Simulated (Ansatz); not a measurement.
The system is C.

```xyz
12
Lattice="2.5221 0.0000 0.0000 -1.2611 2.1842 0.0000 0.0000 0.0000 12.3557" Properties=species:S:1:pos:R:3 pbc="T T T"
C     1.2611    0.7281    4.3760
C     0.0000    1.4561   10.5539
C     1.2611    0.7281    1.8018
C     0.0000    1.4561    7.9797
C     1.2611    0.7281    5.9205
C     0.0000    1.4561   12.0983
C     1.2611    0.7281    0.2574
C     0.0000    1.4561    6.4352
C     0.0000    0.0000   10.0390
C     0.0000    0.0000    3.8612
C     0.0000    0.0000    8.4945
C     0.0000    0.0000    2.3167
```

This is a hexagonal form of diamond, not graphite.

Base run:

* Program: Ansatz 0.2.0
* Functional: PBE
* Potentials or basis: Ansatz PAW
* Cutoff: 420 eV (not typed: the program's choice for these potentials)
* k mesh: 12 × 12 × 3
* Occupations: gaussian, width 0.014 eV
* Spin: no spin polarisation

Its results: band gap on the k mesh 4.39 eV, indirect (least direct gap 5.31 eV); pressure 2.1 GPa; largest force 0.331 eV/Å.

Task: The run is repeated on the same cell with these changes: functional from PBE to r2SCAN; cutoff from 420 eV (not typed: the program's choice for these potentials) to 500 eV (not typed: the program's choice for these potentials); occupations from gaussian, width 0.014 eV to fermi-dirac, width 0.05 eV. What comes out?

Result: Band gap on the k mesh 4.60 eV, indirect (least direct gap 5.57 eV); pressure -2.1 GPa; largest force 0.343 eV/Å.

Caveats: odd divisions of the mesh miss points on the zone boundary, where band edges often lie, so the gap on the mesh can be too wide (some runs); the PAW data sets come from PBE, with cores solved anew for the run's functional, which leaves a small shift of forces and pressure (some runs).
